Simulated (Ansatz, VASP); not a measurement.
**Zn in VASP and in Ansatz**

```
Zn
1.0
     1.26171    2.18534    0.00000
    -1.26171    2.18534    0.00000
     0.00000    0.00000    4.75884
Zn
2
Direct
  0.33333 0.33334 0.25000
  0.66666 0.66667 0.75000
```

The cell was built by a generator and needn't be a form met in nature.

Alike in both runs: task single point; functional r2SCAN; k mesh 8 × 8 × 4; no spin polarisation.

|  | VASP | Ansatz |
| --- | --- | --- |
| version | VASP 6.6.1 | Ansatz 0.2.0 |
| potentials or method | VASP PAW PBE potentials, release 64 (Zn) | PAW plane waves |
| plane-wave cutoff (eV) | 520 | 500 |
| occupations | fermi-dirac, width 0.1 eV | fermi-dirac |
| valence electrons in the cell | 24 | 24 |

|  | VASP | Ansatz | Ansatz less VASP |
| --- | --- | --- | --- |
| gap on the k mesh at the Fermi level (eV) | none | none | - |
| pressure (GPa) | 12.4 | 11.8 | -0.66 |
| largest component of the traceless stress (GPa) | 8.91 | 8.52 | -0.383 |

A gap of «none» marks a metal or a gap that the smearing closes. Ansatz warned: «structure_snapped_to_symmetry».

Caveats: the PAW data sets were made with another functional, which shifts forces and pressure a little (VASP).
